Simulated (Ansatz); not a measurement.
Born–Oppenheimer molecular dynamics of a periodic cell of 19 atoms, C (surface graphene monolayer, adsorbate C). It starts from a relaxed structure.

All numbers below come from DFT PBE-D3(BJ), scalar-relativistic, plane waves, PAW in Ansatz. Settings: accuracy low, cutoff 420 eV, k mesh 2x2x1, fermi-dirac smearing 0.02 eV, spin collinear.

```json
{"ensemble": "NVE (velocity Verlet)", "time step": "1 fs", "steps asked": "20", "starting velocities drawn for": "600 K", "seed": "694146"}
```

Frames 1 fs apart, positions in Å.

Velocities at 0.0 fs (Å/ps):

```
C -4.18 -0.10 6.16
C 10.89 -6.84 4.61
C 3.93 -3.34 -6.39
C -0.79 -0.34 -3.32
C -10.38 -5.41 4.22
C -0.63 -6.08 -3.51
C -3.85 2.86 1.42
C -14.05 2.11 -9.77
C -10.57 6.23 4.72
C 1.25 8.13 -6.32
C 3.08 2.69 5.24
C -1.30 -3.94 -3.04
C -8.68 10.42 -1.91
C 3.97 7.53 6.23
C -3.62 -10.80 5.00
C 10.75 -1.17 -2.00
C 10.37 4.52 -7.74
C 15.09 -3.31 5.49
C -1.27 -3.17 0.91
```

```xyz
19
Lattice="7.3980 0.0000 0.0000 -3.6990 6.4069 0.0000 0.0000 0.0000 12.0000" Properties=species:S:1:pos:R:3 time_fs=0.0 energy_less_start_eV=0.000 T=600
C -0.023 0.002 0.920
C 1.197 0.706 0.929
C -1.259 2.134 0.902
C -0.032 2.816 1.003
C -2.494 4.274 0.911
C -1.288 4.995 1.014
C 2.433 -0.005 0.979
C 3.678 0.715 0.974
C 1.198 2.132 0.975
C 2.442 2.853 0.979
C -0.075 4.240 1.316
C 1.253 5.014 1.314
C 4.908 0.032 1.005
C 6.135 0.714 0.902
C 3.679 2.141 0.928
C 4.899 2.845 0.920
C 2.466 4.260 1.009
C 3.671 4.981 0.909
C 0.593 4.625 2.631
19
Lattice="7.3980 0.0000 0.0000 -3.6990 6.4069 0.0000 0.0000 0.0000 12.0000" Properties=species:S:1:pos:R:3 time_fs=1.0 energy_less_start_eV=0.061 T=574
C -0.027 0.002 0.926
C 1.208 0.700 0.933
C -1.255 2.131 0.895
C -0.033 2.816 1.000
C -2.504 4.268 0.915
C -1.289 4.989 1.010
C 2.429 -0.002 0.981
C 3.664 0.717 0.965
C 1.187 2.139 0.980
C 2.444 2.861 0.973
C -0.072 4.243 1.321
C 1.252 5.010 1.311
C 4.899 0.042 1.003
C 6.139 0.721 0.908
C 3.675 2.130 0.933
C 4.910 2.844 0.918
C 2.476 4.264 1.001
C 3.686 4.978 0.915
C 0.591 4.621 2.632
19
Lattice="7.3980 0.0000 0.0000 -3.6990 6.4069 0.0000 0.0000 0.0000 12.0000" Properties=species:S:1:pos:R:3 time_fs=2.0 energy_less_start_eV=0.227 T=504
C -0.031 0.002 0.932
C 1.218 0.693 0.938
C -1.251 2.128 0.889
C -0.034 2.815 0.997
C -2.514 4.263 0.919
C -1.290 4.983 1.007
C 2.426 0.000 0.982
C 3.650 0.719 0.955
C 1.177 2.145 0.984
C 2.445 2.869 0.966
C -0.069 4.246 1.326
C 1.251 5.006 1.308
C 4.891 0.052 1.001
C 6.143 0.728 0.915
C 3.672 2.120 0.938
C 4.920 2.842 0.916
C 2.486 4.269 0.993
C 3.700 4.975 0.920
C 0.590 4.618 2.633
19
Lattice="7.3980 0.0000 0.0000 -3.6990 6.4069 0.0000 0.0000 0.0000 12.0000" Properties=species:S:1:pos:R:3 time_fs=3.0 energy_less_start_eV=0.456 T=407
C -0.034 0.002 0.939
C 1.226 0.688 0.943
C -1.247 2.126 0.883
C -0.035 2.815 0.993
C -2.521 4.257 0.923
C -1.291 4.977 1.003
C 2.422 0.001 0.983
C 3.638 0.721 0.946
C 1.168 2.150 0.989
C 2.446 2.876 0.960
C -0.066 4.248 1.331
C 1.250 5.003 1.305
C 4.883 0.062 0.999
C 6.146 0.734 0.921
C 3.669 2.112 0.943
C 4.929 2.840 0.914
C 2.496 4.273 0.986
C 3.713 4.972 0.926
C 0.589 4.615 2.634
19
Lattice="7.3980 0.0000 0.0000 -3.6990 6.4069 0.0000 0.0000 0.0000 12.0000" Properties=species:S:1:pos:R:3 time_fs=4.0 energy_less_start_eV=0.694 T=306
C -0.035 0.002 0.945
C 1.232 0.684 0.947
C -1.244 2.124 0.877
C -0.035 2.816 0.990
C -2.526 4.252 0.927
C -1.292 4.973 1.000
C 2.419 0.001 0.985
C 3.626 0.722 0.937
C 1.161 2.155 0.993
C 2.447 2.882 0.954
C -0.065 4.250 1.335
C 1.250 5.001 1.302
C 4.875 0.071 0.997
C 6.148 0.739 0.927
C 3.666 2.105 0.947
C 4.936 2.837 0.912
C 2.504 4.277 0.979
C 3.724 4.971 0.931
C 0.588 4.612 2.635
19
Lattice="7.3980 0.0000 0.0000 -3.6990 6.4069 0.0000 0.0000 0.0000 12.0000" Properties=species:S:1:pos:R:3 time_fs=5.0 energy_less_start_eV=0.887 T=224
C -0.035 0.002 0.951
C 1.236 0.681 0.952
C -1.240 2.124 0.871
C -0.036 2.817 0.988
C -2.528 4.247 0.931
C -1.293 4.968 0.997
C 2.416 -0.001 0.986
C 3.617 0.722 0.928
C 1.156 2.159 0.997
C 2.448 2.888 0.949
C -0.063 4.251 1.339
C 1.250 5.000 1.299
C 4.868 0.078 0.996
C 6.149 0.742 0.932
C 3.664 2.101 0.951
C 4.941 2.833 0.911
C 2.512 4.282 0.972
C 3.732 4.971 0.936
C 0.588 4.609 2.636
19
Lattice="7.3980 0.0000 0.0000 -3.6990 6.4069 0.0000 0.0000 0.0000 12.0000" Properties=species:S:1:pos:R:3 time_fs=6.0 energy_less_start_eV=0.996 T=178
C -0.033 0.002 0.958
C 1.236 0.680 0.957
C -1.237 2.125 0.866
C -0.037 2.819 0.985
C -2.527 4.241 0.935
C -1.294 4.965 0.994
C 2.413 -0.005 0.986
C 3.610 0.722 0.920
C 1.154 2.162 1.000
C 2.449 2.892 0.943
C -0.063 4.252 1.341
C 1.251 5.000 1.295
C 4.862 0.085 0.994
C 6.149 0.744 0.938
C 3.662 2.100 0.954
C 4.944 2.827 0.909
C 2.518 4.285 0.965
C 3.737 4.972 0.941
C 0.587 4.607 2.637
19
Lattice="7.3980 0.0000 0.0000 -3.6990 6.4069 0.0000 0.0000 0.0000 12.0000" Properties=species:S:1:pos:R:3 time_fs=7.0 energy_less_start_eV=1.010 T=171
C -0.030 0.002 0.964
C 1.232 0.682 0.961
C -1.235 2.127 0.861
C -0.037 2.821 0.983
C -2.522 4.236 0.939
C -1.296 4.963 0.992
C 2.410 -0.011 0.987
C 3.605 0.721 0.913
C 1.154 2.163 1.004
C 2.449 2.896 0.939
C -0.063 4.253 1.343
C 1.253 5.002 1.292
C 4.858 0.090 0.993
C 6.147 0.743 0.943
C 3.661 2.101 0.956
C 4.944 2.821 0.907
C 2.523 4.289 0.959
C 3.740 4.974 0.946
C 0.587 4.604 2.638
19
Lattice="7.3980 0.0000 0.0000 -3.6990 6.4069 0.0000 0.0000 0.0000 12.0000" Properties=species:S:1:pos:R:3 time_fs=8.0 energy_less_start_eV=0.944 T=199
C -0.025 0.001 0.971
C 1.226 0.685 0.966
C -1.233 2.129 0.857
C -0.038 2.824 0.981
C -2.515 4.230 0.942
C -1.297 4.961 0.990
C 2.408 -0.019 0.987
C 3.602 0.719 0.906
C 1.156 2.164 1.006
C 2.450 2.897 0.934
C -0.064 4.252 1.344
C 1.255 5.005 1.289
C 4.854 0.093 0.992
C 6.145 0.742 0.948
C 3.660 2.105 0.958
C 4.942 2.814 0.906
C 2.526 4.292 0.954
C 3.739 4.978 0.950
C 0.587 4.602 2.639
19
Lattice="7.3980 0.0000 0.0000 -3.6990 6.4069 0.0000 0.0000 0.0000 12.0000" Properties=species:S:1:pos:R:3 time_fs=9.0 energy_less_start_eV=0.836 T=244
C -0.020 0.001 0.978
C 1.218 0.690 0.971
C -1.231 2.132 0.853
C -0.038 2.828 0.980
C -2.505 4.225 0.945
C -1.298 4.960 0.988
C 2.406 -0.028 0.987
C 3.601 0.717 0.901
C 1.161 2.164 1.008
C 2.450 2.898 0.931
C -0.066 4.252 1.344
C 1.257 5.009 1.285
C 4.852 0.095 0.991
C 6.142 0.738 0.952
C 3.660 2.111 0.959
C 4.938 2.806 0.905
C 2.527 4.295 0.949
C 3.737 4.982 0.954
C 0.588 4.600 2.640
19
Lattice="7.3980 0.0000 0.0000 -3.6990 6.4069 0.0000 0.0000 0.0000 12.0000" Properties=species:S:1:pos:R:3 time_fs=10.0 energy_less_start_eV=0.728 T=290
C -0.014 0.002 0.985
C 1.208 0.696 0.975
C -1.230 2.135 0.849
C -0.038 2.832 0.979
C -2.493 4.221 0.948
C -1.300 4.960 0.988
C 2.404 -0.037 0.986
C 3.602 0.714 0.896
C 1.168 2.163 1.010
C 2.450 2.898 0.927
C -0.068 4.251 1.343
C 1.260 5.014 1.282
C 4.851 0.094 0.990
C 6.138 0.734 0.956
C 3.659 2.119 0.958
C 4.931 2.798 0.904
C 2.527 4.297 0.944
C 3.733 4.987 0.958
C 0.589 4.598 2.641
19
Lattice="7.3980 0.0000 0.0000 -3.6990 6.4069 0.0000 0.0000 0.0000 12.0000" Properties=species:S:1:pos:R:3 time_fs=11.0 energy_less_start_eV=0.656 T=320
C -0.008 0.002 0.992
C 1.196 0.703 0.980
C -1.229 2.137 0.846
C -0.037 2.837 0.978
C -2.480 4.217 0.951
C -1.300 4.960 0.987
C 2.402 -0.047 0.986
C 3.604 0.712 0.892
C 1.177 2.161 1.011
C 2.450 2.897 0.925
C -0.070 4.249 1.341
C 1.263 5.020 1.279
C 4.852 0.092 0.989
C 6.133 0.728 0.960
C 3.660 2.128 0.957
C 4.923 2.791 0.903
C 2.524 4.299 0.941
C 3.728 4.991 0.962
C 0.591 4.596 2.641
```

Of the whole run (20 fs, mean temperature of the second half 259 K): The conserved energy stayed within 0.72 meV per atom of its start (net change 0.41 meV per atom), so the integration is sound. A run of 0.02 ps of so small a system gives no equilibrium averages. Limits of this set-up: coarse k mesh, slab without dipole correction, low accuracy level.

The run took 10 min on 1 thread of Arm Neoverse V2, on a shared host, peak memory 0.85 GiB.
